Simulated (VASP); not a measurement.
Write the native input for VASP 6.6.1 that does the following.

| Quantity | Value |
| --- | --- |
| Task | single point |
| Functional | PBEsol |
| Potentials or basis | VASP PAW PBE potentials, release 64 (Cd, F) |
| Cutoff | 520 eV |
| k mesh | 8 × 8 × 8 |
| Occupations | gaussian, width 0.05 eV |
| Spin | no spin polarisation |
| Dipole correction | no |
| Further INCAR settings | ALGO = Normal; EDIFF = 1e-07; NBANDS = 20 |

The structure of CdF2 lies in POSCAR:

```
CdF2
1.0
    0.0000000000      2.6734165391      2.6204828916
    2.6734165391      0.0000000000      2.6204828916
    2.6734165391      2.6734165391      0.0000000000
Cd F
1 2
Direct
    0.0000000000      0.0000000000      0.0000000000
    0.2500000000      0.2500000000      0.2500000000
    0.7500000000      0.7500000000      0.7500000000
```

The cell isn't the ideal one: volume 12.486 Å^3 an atom, c/a of the conventional cell 0.9802.

The input as run:

INCAR

```
SYSTEM = CdF2
ALGO     = Normal         ! electronic algorithm
EDIFF    = 1E-7           ! SCF threshold, eV
ENCUT    = 520            ! plane-wave cutoff, eV
GGA      = PS             ! functional
ISIF     = 2              ! what is computed and relaxed
ISMEAR   = 0              ! smearing method
LASPH    = .True.         ! aspherical terms in the spheres
LCHARG   = .False.        ! write CHGCAR
LREAL    = .False.        ! projectors in reciprocal space
LWAVE    = .False.        ! write WAVECAR
NBANDS   = 20             ! bands
NELM     = 100            ! most SCF steps
PREC     = Accurate       ! precision mode
SIGMA    = 0.05           ! smearing width, eV
```

KPOINTS

```
k-points
0
Gamma
  8 8 8
  0 0 0
```

Potentials or basis: VASP PAW PBE potentials, release 64 (Cd, F).

Run with:

```sh
$ cat potpaw_PBE.64/Cd/POTCAR potpaw_PBE.64/F/POTCAR > POTCAR
$ mpirun -np 1 vasp_std > vasp.out
```

Results of the run:

The pressure is 5.9 GPa and the band gap on the k mesh is 3.03 eV, indirect (least direct gap 3.46 eV).

Caveat: the PAW data sets were made with another functional, which shifts forces and pressure a little.

It took 25 s on 1 thread of AMD EPYC 9R45 96-Core Processor (Zen 5) (shared host), peak memory 0.15 GiB.
